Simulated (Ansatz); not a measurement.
Mn (fcc): energy against volume

Method: DFT, m-r2SCAN, plane waves (500 eV) with PAW, scalar-relativistic (Ansatz). The PAW files were generated under PBE, with cores re-solved for the functional.

The cell is scaled uniformly from the relaxed one, with fractional coordinates and shape fixed. Energies are extrapolated to zero smearing, pressures are those at the given smearing. Magnetic state: non-magnetic.

A Birch-Murnaghan fit gives V₀ = 10.45 Å³/atom, B₀ = 309 GPa, B₀′ = 4.4.

(1) What are the energy above the minimum and the pressure at 9.194 Å³/atom?

(2) What are the energy above the minimum and the pressure at 10.030 Å³/atom?

(3) What are the energy above the minimum and the pressure at 11.702 Å³/atom?

Answers

(1) 183.8 meV/atom and 52.46 GPa as computed.

(2) 17.6 meV/atom and 14.01 GPa as computed.

(3) 117.9 meV/atom and -27.13 GPa as computed.

m-r²SCAN is r²SCAN on the gauge-invariant kinetic-energy density; without spin polarisation the two are equal.
